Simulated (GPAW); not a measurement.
# BaS (Fm-3m) in GPAW: a series of runs

The runs below take BaS through band structure, with RPBE, revPBE, BLYP.

Everything below comes from runs of GPAW 26.7.0. Logs are shortened: lines on timing, memory, paths and dates and some standing lists are left out, and cuts for length are marked. The log counts tension as positive stress, the text compression.

**What was measured.**

A printed reference work, monograph, original work of 1988 reports, for a bulk crystal of BaS at 2 K: band gap 3.806 eV (indirect).

How close the calculation comes is told below.

### Step 1. The crystal as given

It takes space group Fm-3m (No. 225, cubic). The conventional cell has a = 6.388 Å, b = 6.388 Å, c = 6.388 Å, α = 90.00°, β = 90.00°, γ = 90.00°. Ba (site symmetry m-3m) has 6 S at 3.19 Å as nearest neighbours. S (site symmetry m-3m) has 6 Ba at 3.19 Å as nearest neighbours.

### Step 2. Band structure, RPBE

File run.py:

```python
from ase.dft.bandgap import bandgap
from ase.io import read, write
from ase.units import GPa
from gpaw import GPAW, PW

atoms = read('POSCAR')

calc = GPAW(mode=PW(600),
            xc='RPBE',
            kpts={'size': (7, 7, 7), 'gamma': True},
            occupations={'name': 'fermi-dirac', 'width': 0.05},
            nbands=16,
            convergence={'density': 1e-05, 'energy': 1e-05},
            maxiter=150,
            txt='gpaw.txt')
atoms.calc = calc
energy = atoms.get_potential_energy()
forces = atoms.get_forces()
stress = atoms.get_stress()
calc.write('gs.gpw')
write('result.traj', atoms)
print(f'Energy: {energy:.6f} eV')
print('Forces (eV/A):')
print(forces.round(4))
print('Stress (GPa):', (stress / GPa).round(3))
print('Fermi level:', round(calc.get_fermi_level(), 4), 'eV')
print(f'Gap: {bandgap(calc)[0]:.4f} eV, direct: {bandgap(calc, direct=True)[0]:.4f} eV')

path = atoms.cell.bandpath('GXWKGLUWLK,UX', npoints=80, eps=1e-4)
bs_calc = calc.fixed_density(kpts=path, symmetry='off', nbands=29,
                             convergence={'bands': 'CBM+6.0', 'eigenstates': 1e-6}, txt='bands.txt')
bs = bs_calc.band_structure()
bs.write('bs.json')
print(f'Gap on the path: {bandgap(bs_calc)[0]:.4f} eV')
```

File POSCAR:

```
BaS
1.0
    0.0000000000      3.1937500000      3.1937500000
    3.1937500000      0.0000000000      3.1937500000
    3.1937500000      3.1937500000      0.0000000000
Ba S
1 1
Direct
    0.0000000000      0.0000000000      0.0000000000
    0.5000000000      0.5000000000      0.5000000000
```

Potentials or basis: the program's PAW data sets (release 1.2.1) made for this functional, pw.

Started as:

```
> OMP_NUM_THREADS=1 python run.py
```

gpaw.txt:

```text
__  _  _
 | _ |_)|_||  |
 |__||  | ||/\| - 26.7.0

Input parameters:
  mode=PW(ecut=600.0),
  convergence={'density': 1e-05, 'energy': 1e-05},
  kpts=MonkhorstPack(size=(7, 7, 7), gamma=True),
  maxiter=150,
  nbands=16,
  occupations=Occupations(name='fermi-dirac', width=0.05),
  xc=XC(name='RPBE')

Diagonalizing LCAO Hamiltonian
Converting LCAO to pw mode

                 S

       Ba

Atoms  # Å, Bohr magnetons
|   | symbol |        x |        y |        z |    initial magnetic moments |
|---|--------|----------|----------|----------|-----------------------------|
| 0 |     Ba | 0.000000 | 0.000000 | 0.000000 | ( 0.0000,  0.0000,  0.0000) |
| 1 |      S | 3.193750 | 3.193750 | 3.193750 | ( 0.0000,  0.0000,  0.0000) |

Unit cell  # Å
| periodic |        x |        y |        z |  lengths |    angles |
|----------|----------|----------|----------|----------|-----------|
|      yes | 0.000000 | 3.193750 | 3.193750 | 4.516645 | 60.000000 |
|      yes | 3.193750 | 0.000000 | 3.193750 | 4.516645 | 60.000000 |
|      yes | 3.193750 | 3.193750 | 0.000000 | 4.516645 | 60.000000 |

Number of symmetries: 48
Symmetry operations  # r_c * U_cc + t_c -> r_c
|    | kind |            matrix            |
|----|------|------------------------------|
|  0 |  σ   |  1, 0, 0,  1, 0,-1,  1,-1, 0 |
|  1 |  C2  |  1, 0, 0,  1,-1, 0,  1, 0,-1 |
|  2 |  E   |  1, 0, 0,  0, 1, 0,  0, 0, 1 |
|  3 |  σ   |  1, 0, 0,  0, 0, 1,  0, 1, 0 |
|  4 |  C4  |  1, 0,-1,  1, 0, 0,  1,-1, 0 |
|  5 |  S6  |  1, 0,-1,  1,-1, 0,  1, 0, 0 |
|  6 |  σ   |  1, 0,-1,  0, 1,-1,  0, 0,-1 |
|  7 |  C3  |  1, 0,-1,  0, 0,-1,  0, 1,-1 |
|  8 |  S6  |  1,-1, 0,  1, 0, 0,  1, 0,-1 |
|  9 |  C4  |  1,-1, 0,  1, 0,-1,  1, 0, 0 |
| 10 |  C3  |  1,-1, 0,  0,-1, 1,  0,-1, 0 |
| 11 |  σ   |  1,-1, 0,  0,-1, 0,  0,-1, 1 |
| 12 |  σ   |  0, 1, 0,  1, 0, 0,  0, 0, 1 |
| 13 |  C4  |  0, 1, 0,  0, 1,-1, -1, 1, 0 |
| 14 |  C3  |  0, 1, 0,  0, 0, 1,  1, 0, 0 |
| 15 |  S6  |  0, 1, 0, -1, 1, 0,  0, 1,-1 |
| 16 |  C2  |  0, 1,-1,  1, 0,-1,  0, 0,-1 |
| 17 |  σ   |  0, 1,-1,  0, 1, 0, -1, 1, 0 |
| 18 |  S4  |  0, 1,-1,  0, 0,-1,  1, 0,-1 |
| 19 |  C4  |  0, 1,-1, -1, 1, 0,  0, 1, 0 |
| 20 |  C3  |  0, 0, 1,  1, 0, 0,  0, 1, 0 |
| 21 |  σ   |  0, 0, 1,  0, 1, 0,  1, 0, 0 |
| 22 |  S6  |  0, 0, 1,  0,-1, 1, -1, 0, 1 |
| 23 |  C4  |  0, 0, 1, -1, 0, 1,  0,-1, 1 |
| 24 |  S4  |  0, 0,-1,  1, 0,-1,  0, 1,-1 |
| 25 |  C3  |  0, 0,-1,  0, 1,-1,  1, 0,-1 |
| 26 |  C2  |  0, 0,-1,  0,-1, 0, -1, 0, 0 |
| 27 |  S6  |  0, 0,-1, -1, 0, 0,  0,-1, 0 |
| 28 |  S4  |  0,-1, 1,  1,-1, 0,  0,-1, 0 |
| 29 |  C4  |  0,-1, 1,  0, 0, 1, -1, 0, 1 |
| 30 |  C2  |  0,-1, 1,  0,-1, 0,  1,-1, 0 |
| 31 |  σ   |  0,-1, 1, -1, 0, 1,  0, 0, 1 |
| 32 |  C3  |  0,-1, 0,  1,-1, 0,  0,-1, 1 |
| 33 |  S6  |  0,-1, 0,  0, 0,-1, -1, 0, 0 |
| 34 |  S4  |  0,-1, 0,  0,-1, 1,  1,-1, 0 |
| 35 |  C2  |  0,-1, 0, -1, 0, 0,  0, 0,-1 |
| 36 |  C2  | -1, 1, 0,  0, 1, 0,  0, 1,-1 |
| 37 |  S6  | -1, 1, 0,  0, 1,-1,  0, 1, 0 |
| 38 |  S4  | -1, 1, 0, -1, 0, 1, -1, 0, 0 |
| 39 |  C3  | -1, 1, 0, -1, 0, 0, -1, 0, 1 |
| 40 |  S6  | -1, 0, 1,  0, 0, 1,  0,-1, 1 |
| 41 |  C2  | -1, 0, 1,  0,-1, 1,  0, 0, 1 |
| 42 |  C3  | -1, 0, 1, -1, 1, 0, -1, 0, 0 |
| 43 |  S4  | -1, 0, 1, -1, 0, 0, -1, 1, 0 |
| 44 |  C2  | -1, 0, 0,  0, 0,-1,  0,-1, 0 |
| 45 |  i   | -1, 0, 0,  0,-1, 0,  0, 0,-1 |
| 46 |  σ   | -1, 0, 0, -1, 1, 0, -1, 0, 1 |
| 47 |  C2  | -1, 0, 0, -1, 0, 1, -1, 1, 0 |

BZ-sampling:
  Number of BZ points: 343
  Number of IBZ points: 20

  Monkhorst-Pack size: [7, 7, 7]
  Monkhorst-Pack shift: [0, 0, 0]

K-points  # in reciprocal-cell coordinates
|     |                                coordinates |     weight |
|-----|--------------------------------------------|------------|
|   0 | (  0.00000000,   0.00000000,   0.00000000) | 0.00291545 |
|   1 | (  0.14285714,   0.14285714,   0.00000000) | 0.01749271 |
|   2 | (  0.14285714,   0.14285714,   0.14285714) | 0.02332362 |
|   3 | (  0.28571429,   0.14285714,   0.14285714) | 0.03498542 |
|   4 | (  0.28571429,   0.28571429,   0.00000000) | 0.01749271 |
|   5 | (  0.28571429,   0.28571429,   0.14285714) | 0.06997085 |
|   6 | (  0.28571429,   0.28571429,   0.28571429) | 0.02332362 |
|   7 | (  0.42857143,  -0.28571429,  -0.28571429) | 0.03498542 |
|   8 | (  0.42857143,   0.28571429,  -0.42857143) | 0.13994169 |
|   9 | (  0.42857143,   0.28571429,  -0.28571429) | 0.06997085 |
| ... |                                            |            |
|  19 | (  0.42857143,   0.42857143,   0.42857143) | 0.02332362 |

Plane wave coefficients: 2186
Cutoff: 600.0 eV

Spin-components: 1 (collinear spins)
Bands:           16
Projectors:      11
Spin-degeneracy: 2
Datatype:        complex128

Parallelization:
  kpt:    1
  domain: 1
  band:   1

Density:
  Valence electrons: 16.0
  Components: 1
  Grid points: [27 27 27]
  Charge: 0.0  # |e|

Potential:
  Grid points: [27 27 27]

species:
  Ba:
    name:    Barium
    Z:       56.0
    valence: 10
    core:    46
    charge:  0.0  # [|e|]
    compensation charges:
      type: gauss
      rc: 0.37  # [Å]
      lmax: 2
    cutoffs:
      filter: 2.06  # [Å]
      core: 2.33  # [Å]
    projectors
    | kind |    occ | energy [eV] | rcut [Å] |
    |------|--------|-------------|----------|
    |   5s |  2.000 |     -33.663 |    1.164 |
    |   6s |  2.000 |      -3.183 |    1.164 |
    |   5p |  6.000 |     -18.775 |    1.164 |
    |    p |        |       0.000 |    1.164 |
    |    d |        |       0.000 |    1.164 |
    |    d |        |      27.211 |    1.164 |

    Using partial waves for Ba as LCAO basis

  S:
    name:    Sulfur
    Z:       16.0
    valence: 6
    core:    10
    charge:  0.0  # [|e|]
    compensation charges:
      type: gauss
      rc: 0.24  # [Å]
      lmax: 2
    cutoffs:
      filter: 1.77  # [Å]
      core: 1.66  # [Å]
    projectors
    | kind |    occ | energy [eV] | rcut [Å] |
    |------|--------|-------------|----------|
    |   3s |  2.000 |     -17.247 |    0.974 |
    |   3p |  4.000 |      -6.991 |    0.979 |
    |    s |        |       9.964 |    0.974 |
    |    p |        |      20.220 |    0.979 |
    |    d |        |       0.000 |    0.900 |

    Using partial waves for S as LCAO basis

Reference energy: -232149.127708  # eV

eigensolver:
  PPCG
  Converge bands: occupied
  niter=2

density mixing:
  MSR1-Mixer
  Pratt-step length: 0.05
  Maximum mixing coefficient: 0.75
  Old densities: 10
  SVD Regularization: 0.005
  Good broyden scale: 1.0
  Trust region scale: 1.0
  Backstep threshold: 4.0
  History deletion threshold: 6.0
  Fourier metric: weight=20.0, sigma=0.015

occupation numbers:
  Fermi-Dirac:
    width: 0.0500  # eV

poisson solver:
  ecut: 4800.0  # eV

xc functional:
  name: RPBE with 2 nearest neighbor stencil

convergence criteria:
- Maximum integral of absolute [dens]ity change: 1e-05 electrons / valence electron
- Maximum [total energy] change in last 3 cyles: 1e-05 eV / valence electron
- Maximum integral of absolute [eigenst]ate change: 4e-08 eV^2 / valence electron
maximum number of iterations: 150

SCF iterations
|iter     | |      energy | eigst |  dens |
|---------|-|-------------|-------|-------|
|iter:   1| |   -9.994131 | -0.25 |       |
|iter:   2| |   -9.895835 | -2.14 | -1.02 |
|iter:   3| |   -9.561787 | -1.84 | -1.07 |
|iter:   4| |   -9.579181 | -3.34 | -1.53 |
|iter:   5| |   -9.589045 | -3.66 | -1.87 |
|iter:   6| |   -9.589588 | -4.69 | -2.68 |
|iter:   7| |   -9.589608 | -6.30 | -3.37 |
|iter:   8| |   -9.589614c| -6.79 | -3.76 |
|iter:   9| |   -9.589614c| -8.11c| -4.78 |
|iter:  10| |   -9.589614c| -7.94c| -5.17c|

Converged in 10 steps
Energy contributions relative to reference atoms: (reference = -232149.127708)

Energy contributions:
  Kinetic:          13.285318
  Coulomb:         -11.545846
  Zero:              0.028911
  External:          0.000000
  Xc:              -11.357997
  Entropy:          -0.000000
  Spinorbit:         0.000000
  ----------------------------
  Free energy:      -9.589614
  Extrapolated:     -9.589614

dipole moment: (-38.662756, -38.662756, -38.662756)  # |e|*Ang

Fermi level: 6.151
Eigenvalues  # (at kpt = [0.000, 0.000, 0.000])
| band index |      eig [eV] | occ [0-2] |
|------------|---------------|-----------|
|          0 |       -21.086 |     2.000 |
|          1 |        -6.184 |     2.000 |
|          2 |        -6.184 |     2.000 |
|          3 |        -6.184 |     2.000 |
|          4 |        -5.350 |     2.000 |
|          5 |         4.978 |     2.000 |
[... 8 lines left out ...]
|         14 |        13.867 |     0.000 |
|         15 |        19.646 |     0.000 |

Gap: 2.336 eV
Transition (v -> c):
  (s=0, k=0, n=7, [0.00, 0.00, 0.00]) -> (s=0, k=16, n=8, [0.43, 0.43, 0.00])
Direct/indirect transitions are different
Direct gap: 2.473 eV
Transition at: (s=0, k=16, n=7, [0.43, 0.43, 0.00])

Forces  # eV/Ang
|        x |        y |        z |
|----------|----------|----------|
|  0.00000 | -0.00000 | -0.00000 |  # Ba   0
| -0.00000 |  0.00000 |  0.00000 |  # S    1

Stress tensor  # eV/Ang^3
|         x |         y |         z |
|-----------|-----------|-----------|
| -0.017607 |  0.000000 |  0.000000 |
|  0.000000 | -0.017607 |  0.000000 |
|  0.000000 |  0.000000 | -0.017607 |

# Writing to gs.gpw (mode='')
```

It took 71 s on 1 thread of Arm Neoverse V1, shared host; peak memory 0.3 GiB.

Results:

```
Free energy             : -9.5896 eV
Pressure                : 2.8 GPa
Band gap on the k mesh  : 2.34 eV, indirect (least direct gap 2.47 eV)
Band gap along the path : 2.28 eV, indirect (least direct gap 2.41 eV)
```

Levels at the corners of the path, in eV from the valence-band top:
| point | band 6 | band 7 | band 8 | band 9 | band 10 | band 11 |
| --- | --- | --- | --- | --- | --- | --- |
| Γ | 0.00 | 0.00 | 0.00 | 3.85 | 3.99 | 3.99 |
| X | -0.49 | -0.13 | -0.13 | 2.28 | 5.96 | 6.16 |
| W | -1.08 | -0.46 | -0.46 | 4.42 | 4.42 | 6.36 |
| K | -0.90 | -0.59 | -0.51 | 3.44 | 6.08 | 6.67 |
| Γ | 0.00 | 0.00 | 0.00 | 3.85 | 3.99 | 3.99 |
| L | -1.86 | -1.06 | -1.06 | 5.67 | 5.86 | 6.40 |
| U | -0.90 | -0.59 | -0.51 | 3.44 | 6.08 | 6.67 |
| W | -1.08 | -0.46 | -0.46 | 4.42 | 4.42 | 6.36 |
| L | -1.86 | -1.06 | -1.06 | 5.67 | 5.86 | 6.40 |
| K | -0.90 | -0.59 | -0.51 | 3.44 | 6.08 | 6.67 |
| U | -0.90 | -0.59 | -0.51 | 3.44 | 6.08 | 6.67 |
| X | -0.49 | -0.13 | -0.13 | 2.28 | 5.96 | 6.16 |

Caveat: spin-orbit coupling is left out, which moves the levels of the heavy elements.

### Step 3. Band structure, revPBE

Edit run.py of step 2 so:

```diff
@@ -5,6 +5,6 @@
 
-atoms = read('POSCAR')
+atoms = read('BaS.xyz')
 
 calc = GPAW(mode=PW(600),
-            xc='RPBE',
+            xc='revPBE',
             kpts={'size': (7, 7, 7), 'gamma': True},
```

File BaS.xyz:

```xyz
2
Lattice="0.0000000000 3.1937500000 3.1937500000 3.1937500000 0.0000000000 3.1937500000 3.1937500000 3.1937500000 0.0000000000" Properties=species:S:1:pos:R:3 pbc="T T T"
Ba     0.0000000000      0.0000000000      0.0000000000
S      3.1937500000      3.1937500000      3.1937500000
```

Potentials or basis: the program's PAW data sets (release 1.2.1) made for this functional, pw.

Started as:

```
> OMP_NUM_THREADS=1 python run.py
```

It took 70 s on 1 thread of Arm Neoverse V1, shared host; peak memory 0.3 GiB.

Results (log left out):

```yaml
Free_energy: -9.6567 eV
Pressure: 2.4 GPa
Band_gap_on_the_k_mesh: 2.30 eV, indirect (least direct gap 2.44 eV)
Band_gap_along_the_path: 2.24 eV, indirect (least direct gap 2.37 eV)
```

Levels at the corners of the path, in eV from the valence-band top:
| point | band 4 | band 5 | band 6 | band 7 | band 8 | band 9 | band 10 | band 11 | band 12 | band 13 |
| --- | --- | --- | --- | --- | --- | --- | --- | --- | --- | --- |
| Γ | -11.15 | -10.33 | 0.00 | 0.00 | 0.00 | 3.79 | 3.97 | 3.97 | 3.97 | 4.84 |
| X | -11.34 | -10.25 | -0.50 | -0.13 | -0.13 | 2.24 | 5.96 | 6.13 | 7.55 | 7.55 |
| W | -11.48 | -9.72 | -1.09 | -0.46 | -0.46 | 4.39 | 4.39 | 6.35 | 6.94 | 7.57 |
| K | -11.28 | -9.76 | -0.91 | -0.59 | -0.51 | 3.40 | 6.05 | 6.65 | 6.82 | 7.28 |
| Γ | -11.15 | -10.33 | 0.00 | 0.00 | 0.00 | 3.79 | 3.97 | 3.97 | 3.97 | 4.84 |
| L | -11.19 | -9.12 | -1.87 | -1.06 | -1.06 | 5.65 | 5.82 | 6.39 | 6.39 | 8.96 |
| U | -11.28 | -9.76 | -0.91 | -0.59 | -0.51 | 3.40 | 6.05 | 6.65 | 6.82 | 7.28 |
| W | -11.48 | -9.72 | -1.09 | -0.46 | -0.46 | 4.39 | 4.39 | 6.35 | 6.94 | 7.57 |
| L | -11.19 | -9.12 | -1.87 | -1.06 | -1.06 | 5.65 | 5.82 | 6.39 | 6.39 | 8.96 |
| K | -11.28 | -9.76 | -0.91 | -0.59 | -0.51 | 3.40 | 6.05 | 6.65 | 6.82 | 7.28 |
| U | -11.28 | -9.76 | -0.91 | -0.59 | -0.51 | 3.40 | 6.05 | 6.65 | 6.82 | 7.28 |
| X | -11.34 | -10.25 | -0.50 | -0.13 | -0.13 | 2.24 | 5.96 | 6.13 | 7.55 | 7.55 |

Caveat: spin-orbit coupling is left out, which moves the levels of the heavy elements.

### Step 4. Band structure, BLYP

Edit run.py of step 3 so:

```diff
@@ -1,10 +1,19 @@
+from ase import Atoms
 from ase.dft.bandgap import bandgap
-from ase.io import read, write
+from ase.io import write
 from ase.units import GPa
-from gpaw import GPAW, PW
+from gpaw import GPAW, PW, setup_paths
 
-atoms = read('BaS.xyz')
+setup_paths.insert(0, '.')
+
+atoms = Atoms(['Ba', 'S'],
+              cell=[[0.0, 3.19375, 3.19375],
+                    [3.19375, 0.0, 3.19375],
+                    [3.19375, 3.19375, 0.0]],
+              scaled_positions=[[0.0, 0.0, 0.0],
+                                [0.5, 0.5, 0.5]],
+              pbc=True)
 
 calc = GPAW(mode=PW(600),
-            xc='revPBE',
+            xc='BLYP',
             kpts={'size': (7, 7, 7), 'gamma': True},
@@ -13,2 +22,3 @@
             convergence={'density': 1e-05, 'energy': 1e-05},
+            eigensolver='davidson',
             maxiter=150,
```

Potentials or basis: PAW data sets generated in the run's folder for this functional, pw.

Started as:

```
> gpaw-setup -f BLYP Ba S
> OMP_NUM_THREADS=1 python run.py
```

Run time: 72 s. Hardware: 1 thread of Arm Neoverse V1, shared host; peak memory 0.3 GiB.

Results (log left out):

```
Free energy             : -9.1729 eV
Pressure                : 3.4 GPa
Band gap on the k mesh  : 2.28 eV, indirect (least direct gap 2.41 eV)
Band gap along the path : 2.22 eV, indirect (least direct gap 2.35 eV)
```

Levels at the corners of the path, in eV from the valence-band top:
```csv
point,band 6,band 7,band 8,band 9,band 10,band 11
Γ,0.00,0.00,0.00,3.77,3.90,3.90
X,-0.48,-0.13,-0.13,2.22,5.94,6.05
W,-1.09,-0.45,-0.45,4.35,4.35,6.29
K,-0.91,-0.59,-0.50,3.38,6.01,6.59
Γ,0.00,0.00,0.00,3.77,3.90,3.90
L,-1.87,-1.06,-1.06,5.59,5.89,6.27
U,-0.91,-0.59,-0.50,3.38,6.01,6.59
W,-1.09,-0.45,-0.45,4.35,4.35,6.29
L,-1.87,-1.06,-1.06,5.59,5.89,6.27
K,-0.91,-0.59,-0.50,3.38,6.01,6.59
U,-0.91,-0.59,-0.50,3.38,6.01,6.59
X,-0.48,-0.13,-0.13,2.22,5.94,6.05
```

Caveat: spin-orbit coupling is left out, which moves the levels of the heavy elements.

### Step 5. Summary

```tsv
level	potentials or basis	eigensolver	gap on the mesh (eV)	pressure (GPa)
RPBE	the program's PAW data sets (release 1.2.1) made for this functional, pw	-	2.34	2.8
revPBE	the program's PAW data sets (release 1.2.1) made for this functional, pw	-	2.30	2.4
BLYP	PAW data sets generated in the run's folder for this functional, pw	davidson	2.28	3.4
```

Alike in all rows: task band structure; no spin polarisation; cell as given; k mesh 7 × 7 × 7; cutoff (eV) 600; smearing fermi-dirac 0.05 eV.

Caveats: spin-orbit coupling is left out, which moves the levels of the heavy elements.

Total energies depend on the potentials used, so only differences within one code and one set of settings carry meaning.

### Step 6. Against experiment

Step 2. Against the measured gap of BaS, 3.806 eV (indirect; 2 K; a printed reference work, monograph, original work of 1988), the calculated 2.28 eV is off by -1.53 eV. Spin-orbit coupling on Ba is left out. The value is that of RPBE, without temperature or zero-point motion. Semilocal functionals fall short of measured gaps as a rule.

Step 3. A measured gap of BaS is 3.806 eV (indirect; 2 K; a printed reference work, monograph, original work of 1988); the calculated 2.24 eV misses it by -1.57 eV. Spin-orbit coupling on Ba is left out. The value is that of revPBE, without temperature or zero-point motion. Semilocal functionals fall short of measured gaps as a rule.

Step 4. A measured gap of BaS is 3.806 eV (indirect; 2 K; a printed reference work, monograph, original work of 1988); the calculated 2.22 eV misses it by -1.59 eV. Spin-orbit coupling on Ba is left out. The value is that of BLYP, without temperature or zero-point motion. Semilocal functionals fall short of measured gaps as a rule.
